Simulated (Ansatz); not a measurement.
# Cr (Cmcm) in Ansatz: equation of state

How stiff is Cr in PBEsol, and what volume does it want? The cell is scaled to several volumes.

Program: Ansatz 0.2.0. These are calculated values, not measurements. Logs are shortened: lines on timing, memory, paths and dates and some standing lists are left out, and cuts for length are marked.

**1. The crystal as given**

The structure is orthorhombic, space group Cmcm (No. 63). Conventional cell: a = 2.294 Å, b = 4.934 Å, c = 4.064 Å, α = 90.00°, β = 90.00°, γ = 90.00°. Around Cr (site symmetry m2m) lie 8 Cr at 2.29 to 2.62 Å.

This isn't the form of Cr at room conditions, which is bcc.

**2. Equation of state, PBEsol, collinear spin, ferromagnetic start**

Potentials or basis: all-electron LAPW, scalar-relativistic.

This step only gathers the single runs of the series.

What came out:

- Equilibrium volume: 11.42 Å³/atom
- Bulk modulus at fixed shape and positions: 260 GPa
- Pressure derivative of the bulk modulus: 4.2

Energy against volume, from the lowest point:
```csv
volume (Å³/atom),energy (meV/atom)
10.811,28.33
11.041,10.25
11.271,1.10
11.501,0.00
11.731,6.16
11.961,18.85
12.191,37.43
```

Caveat: the cell was scaled at fixed shape and fractional positions, which overstates the stiffness of a crystal with free parameters, most of all of layers and chains; the starting moments weren't kept.
